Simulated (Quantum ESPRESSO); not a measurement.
Set up this calculation in Quantum ESPRESSO 7.5, as an ASE script.

| Item | Value |
| --- | --- |
| Task | relaxation of cell and atoms |
| Functional | AM05 |
| Potentials or basis | SSSP 1.3 efficiency PBE |
| Cutoff | 748 eV |
| Density cutoff | 5987 eV |
| k mesh | 9 × 9 × 9 |
| Occupations | fixed |
| Spin | no spin polarisation |
| ASE optimiser | LBFGS |
| Mixing beta | 0.5 |
| Most SCF iterations | 120 |
| SCF threshold | 4e-10 Ry |

The structure of ZnS lies in POSCAR:

```
ZnS
1.0
    0.0000000000      2.7020000000      2.7020000000
    2.7020000000      0.0000000000      2.7020000000
    2.7020000000      2.7020000000      0.0000000000
Zn S
1 1
Direct
    0.7500000000      0.7500000000      0.7500000000
    0.0000000000      0.0000000000      0.0000000000
```

These files were run (other wordings do the same):

run.py

```python
import numpy as np
from ase.calculators.espresso import Espresso, EspressoProfile
from ase.io import read

atoms = read('POSCAR')

input_data = {
    'control': {'calculation': 'scf', 'prefix': 'pwscf', 'outdir': './tmp', 'tprnfor': True, 'tstress': True, 'disk_io': 'low'},
    'system': {'ecutwfc': 55.0, 'ecutrho': 440.0, 'nbnd': 20, 'input_dft': 'XC-000I-000I-120L-135L-000I-000I', 'occupations': 'fixed'},
    'electrons': {'conv_thr': 4e-10, 'electron_maxstep': 120, 'mixing_beta': 0.5},
}
pseudopotentials = {'S': 's_pbe_v1.4.uspp.F.UPF', 'Zn': 'Zn_pbe_v1.uspp.F.UPF'}
profile = EspressoProfile(command='pw.x', pseudo_dir='pseudo')
dft = Espresso(profile=profile, input_data=input_data, pseudopotentials=pseudopotentials, kpts=(9, 9, 9), koffset=(0, 0, 0))
atoms.calc = dft

from ase.optimize import LBFGS
from ase.filters import FrechetCellFilter
done = LBFGS(FrechetCellFilter(atoms), trajectory='opt.traj').run(fmax=0.02, steps=30)
print('converged', done)
print('cell (A)', np.round(atoms.cell.cellpar(), 5))
print(f'energy {atoms.get_potential_energy():.8f} eV')
print('forces (eV/A)')
print(np.round(atoms.get_forces(), 6))
print('stress (eV/A^3, Voigt)')
print(np.round(atoms.get_stress(), 8))
```

Potentials or basis: SSSP 1.3 efficiency PBE.

Launch:

```console
$ OMP_NUM_THREADS=1 python run.py
```

It gave:

```
Relaxed volume                         : 19.30 Å³/atom
Relaxed cell                           : a = 3.793 Å, b = 3.793 Å, c = 3.793 Å, α = 60.00°, β = 60.00°, γ = 60.00°
Space group after relaxing (to 0.05 Å) : F-43m (No. 216)
Energy gained by relaxing              : 1.8 meV/atom
Ionic steps                            : 3
Pressure after relaxing                : 0.0 GPa
Band gap on the k mesh                 : 2.12 eV, direct
```

Caveat: the potentials were made for another functional, which shifts forces and pressure.

Wall time 69 s on 1 thread of INTEL(R) XEON(R) PLATINUM 8581C CPU @ 2.30GHz (Emerald Rapids), with other jobs on the host, peak memory 0.2 GiB.
